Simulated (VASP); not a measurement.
These are PBE GGA, VASP's PBE PAW potentials (set 64) (plane waves; VASP 6.6.1) values and carry that method's errors.

Input for VASP

INCAR:
```
ALGO = Normal
EDIFF = 1E-6
EDIFFG = -0.01
ENCUT = 400
GGA = PE
IBRION = 2
ISIF = 3
ISMEAR = 0
LASPH = T
LCHARG = F
LMAXMIX = 4
LREAL = F
LWAVE = F
NELM = 100
NSW = 60
PREC = Accurate
SIGMA = 0.05
SYSTEM = AlSb
```

### POSCAR
```
AlSb
1
   -0.0000000000     3.1158353983     3.1158353983
    3.1158353983     0.0000000000     3.1158353983
    3.1158353983     3.1158353983     0.0000000000
Al Sb
1 1
Direct
  0.0000000000   0.0000000000   0.0000000000
  0.2500000000   0.2500000000   0.2500000000
```

KPOINTS:
```
Automatic mesh
0
G
 7 7 7
0 0 0
```

POTCAR, in this order: Al Sb (PBE.64 set). Program: vasp_std.

The run wrote:

OSZICAR:
```
       N       E                     dE             d eps       ncg     rms          rms(c)
DAV:   1     0.136588959948E+02    0.13659E+02   -0.24264E+03   320   0.575E+02
DAV:   2    -0.779709648320E+01   -0.21456E+02   -0.20962E+02   424   0.808E+01
DAV:   3    -0.828231128591E+01   -0.48521E+00   -0.48521E+00   424   0.152E+01
DAV:   4    -0.828585918405E+01   -0.35479E-02   -0.35479E-02   480   0.156E+00
DAV:   5    -0.828588364368E+01   -0.24460E-04   -0.24460E-04   384   0.909E-02    0.330E+00
DAV:   6    -0.822610557548E+01    0.59778E-01   -0.91272E-02   352   0.144E+00    0.204E+00
DAV:   7    -0.820814029109E+01    0.17965E-01   -0.84114E-02   360   0.155E+00    0.404E-01
DAV:   8    -0.820891776483E+01   -0.77747E-03   -0.66177E-03   336   0.467E-01    0.951E-02
DAV:   9    -0.820925044268E+01   -0.33268E-03   -0.55216E-04   416   0.157E-01    0.296E-02
DAV:  10    -0.820927962358E+01   -0.29181E-04   -0.28764E-05   440   0.316E-02    0.159E-02
DAV:  11    -0.820930985306E+01   -0.30229E-04   -0.55674E-05   352   0.492E-02    0.362E-03
DAV:  12    -0.820931031389E+01   -0.46083E-06   -0.54107E-07   432   0.541E-03
   1 F= -.82093103E+01 E0= -.82093103E+01  d E =-.820931E+01
```

### OUTCAR
```
------------------------ aborting loop because EDIFF is reached ----------------------------------------
  FORCE on cell =-STRESS in cart. coord.  units (eV):
  Direction    XX          YY          ZZ          XY          YZ          ZX
  --------------------------------------------------------------------------------------
  Total        0.0027464      0.0027464      0.0027464     -0.0000000      0.0000000     -0.0000000
  in kB        0.0727312      0.0727312      0.0727312     -0.0000000      0.0000000     -0.0000000
  external PRESSURE =       0.0727312 kB  Pullay stress =       0.0000000 kB
  volume of cell :       60.50
      direct lattice vectors                 reciprocal lattice vectors
     0.000000000  3.115835398  3.115835398    -0.160470608  0.160470608  0.160470608
     3.115835398  0.000000000  3.115835398     0.160470608 -0.160470608  0.160470608
     3.115835398  3.115835398  0.000000000     0.160470608  0.160470608 -0.160470608
 POSITION                                       TOTAL-FORCE (eV/Angst)
 -----------------------------------------------------------------------------------
      0.00000      0.00000      0.00000         0.000000     -0.000000     -0.000000
      1.55792      1.55792      1.55792        -0.000000      0.000000      0.000000
 -----------------------------------------------------------------------------------
    total drift:                               -0.000000     -0.000000     -0.000000
  FREE ENERGIE OF THE ION-ELECTRON SYSTEM (eV)
  ---------------------------------------------------
  free  energy   TOTEN  =        -8.2093103139 eV

  energy  without entropy=       -8.2093103139  energy(sigma->0) =       -8.20931031

 reached required accuracy - stopping structural energy minimisation
```
(Selected blocks of OUTCAR.)

The compound is AlSb in the zinc blende structure. It was relaxed first. The start is the result of an earlier pass.
